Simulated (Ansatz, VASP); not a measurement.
**One calculation of Se, two programs**

Contents of INCAR:

```
PREC = Accurate
ENCUT = 520
EDIFF = 1E-6
ISMEAR = -1
SIGMA = 0.08
LREAL = False
LASPH = True
NELM = 80
ALGO = Normal
ISIF = 2
LWAVE = False
LCHARG = False
GGA = PE
NBANDS = 13
```

The input KPOINTS:

```
Automatic mesh
0
Gamma
  13 13 13
```

The input POSCAR:

```
Se
1.0
    1.6876278957     -0.9743524199      2.7584545472
    0.0000000000      1.9487048398      2.7584545472
   -1.6876278957     -0.9743524199      2.7584545472
Se
2
Direct
    0.2500000000      0.2500000000      0.2500000000
   -0.2500000000     -0.2500000000     -0.2500000000
```

Input for Ansatz:

```yaml
crystal:
  lattice:
    - [1.6876278957, -0.9743524199, 2.7584545472]
    - [0.0, 1.9487048398, 2.7584545472]
    - [-1.6876278957, -0.9743524199, 2.7584545472]
  atoms:
    - { symbol: Se, position: [0.25, 0.25, 0.25] }
    - { symbol: Se, position: [-0.25, -0.25, -0.25] }
kpoints:
  mp_grid: { grid: [13, 13, 13] }
scf:
  occupations: { method: fermi_dirac, width: 0.08 }
hamiltonian:
  xc: pbe
  pseudopotentials: { kind: all_electron, lapw: { basis_error: 0.001 } }
output:
  forces: true
  stress: true
  eigenvalues: true
  populations: true
```

Change from the starting cell: volume scaled by 0.6, LAPW.

Alike in both runs: task single point; functional PBE; k mesh 13 × 13 × 13; occupations fermi-dirac, width 0.08 eV; no spin polarisation.

|  | VASP | Ansatz |
| --- | --- | --- |
| version | VASP 6.6.1 | Ansatz 0.2.0 |
| potentials or method | VASP PAW PBE potentials, release 64 (Se) | all-electron LAPW, scalar-relativistic |
| plane-wave cutoff (eV) | 520 | see its input |

|  | VASP | Ansatz | Ansatz less VASP |
| --- | --- | --- | --- |
| pressure (GPa) | 105.3 | 104.1 | -1.20 |
| largest component of the traceless stress (GPa) | 0.09 | 0.09 | 0.000 |

Ansatz ran all-electron here, so the differences hold the error of VASP's frozen core and of both bases.

Caveats: the cell as given lies far from equilibrium; so large a pressure means that the cell lies far from this level's equilibrium, or that cutoff or potentials fall short (VASP).
